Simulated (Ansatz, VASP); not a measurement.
Two plane-wave programs on GaSb

INCAR

```
SYSTEM = GaSb
  ALGO = Normal
  EDIFF = 1E-6
  ENCUT = 520
  GGA = PE
  ISIF = 2
  ISMEAR = -1
  LASPH = .TRUE.
  LCHARG = .FALSE.
  LREAL = .FALSE.
  LWAVE = .FALSE.
  NBANDS = 16
  NELM = 60
  PREC = Accurate
  SIGMA = 0.02
```

File KPOINTS:

```
k-points
0
G
  6 6 6
  0 0 0
```

The input POSCAR:

```
GaSb
1.0
    0.0000000000      3.1398491691      3.1398491691
    3.1398491691      0.0000000000      3.1398491691
    3.1398491691      3.1398491691      0.0000000000
Ga Sb
1 1
Direct
    0.0000000000      0.0000000000      0.0000000000
    0.2500000000      0.2500000000      0.2500000000
```

Input for Ansatz:

```yaml
crystal:
  lattice:
    - [0.0, 3.1398491691, 3.1398491691]
    - [3.1398491691, 0.0, 3.1398491691]
    - [3.1398491691, 3.1398491691, 0.0]
  atoms:
    - { symbol: Ga, position: [0.0, 0.0, 0.0] }
    - { symbol: Sb, position: [0.25, 0.25, 0.25] }
kpoints:
  mp_grid: { grid: [6, 6, 6] }
hamiltonian:
  xc: pbe
scf:
  occupations: { method: fermi_dirac, width: 0.02 }
  n_extra_bands: 4
output:
  forces: true
  stress: true
  eigenvalues: true
```

Alike in both runs: task single point; functional PBE; k mesh 6 × 6 × 6; occupations fermi-dirac, width 0.02 eV; no spin polarisation.

```csv
,VASP,Ansatz
version,VASP 6.6.1,Ansatz 0.2.0
potentials or method,"VASP PAW PBE potentials, release 64 (Ga_d, Sb)","plane waves, PAW"
plane-wave cutoff (eV),520,420
valence electrons in the cell,18,28
```

```csv
,VASP,Ansatz,Ansatz less VASP
pressure (GPa),-1.2,-1.2,-0.06
```

The two sets of potentials don't hold the same shells in valence.

The runs have no spin-orbit coupling, so splittings on Sb are missing.
